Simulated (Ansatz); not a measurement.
What isotropic strain −5.42 % does to GeO2

Take GeO2 in the rutile structure (space group P4_2/mnm, No. 136; a = 4.428 Å, c = 2.884 Å) as the base.

Now apply this change: the cell is scaled by 0.9458 in all directions, atoms relaxed at fixed cell.

Computed with plane-wave PAW DFT at the PBEsol level (Ansatz, a first-principles code, 420 eV), no SOC. Settings: 8×8×11 k-points, 0.05 eV Fermi–Dirac smearing.

The volume per atom drops by 1.451 Å³ (9.43 Å³ → 7.97 Å³) and the shortest interatomic distance falls by 0.096 Å to 1.788 Å. The energy grows by 0.228 eV/atom and the pressure (mean of the normal stresses, compression positive) goes from zero to 58.91 GPa. The band gap increases by 2.45 eV, from 1.57 eV to 4.02 eV and the gap character remains direct at Γ. The width of the top valence band rises by 0.429 eV, from 1.90 eV to 2.32 eV and the electron mass changes from 0.20 mₑ along c, 0.24 mₑ across (at Γ) to 0.32 mₑ along c, 0.40 mₑ across (at Γ). The hole mass goes from 1.9 mₑ along c, 1.1 mₑ across (at Γ) to 1.4 mₑ along c, 1.0 mₑ across (at Γ) and the valence-band top at Γ (three highest levels, from the VBM) goes from 0.00, -0.82, -0.82 eV to 0.00, -1.00, -1.00 eV. The largest internal atomic displacement comes out as 0.026 Å.

Effective masses come from finite differences of ±0.01 Å⁻¹. No phonon test of stability was made.
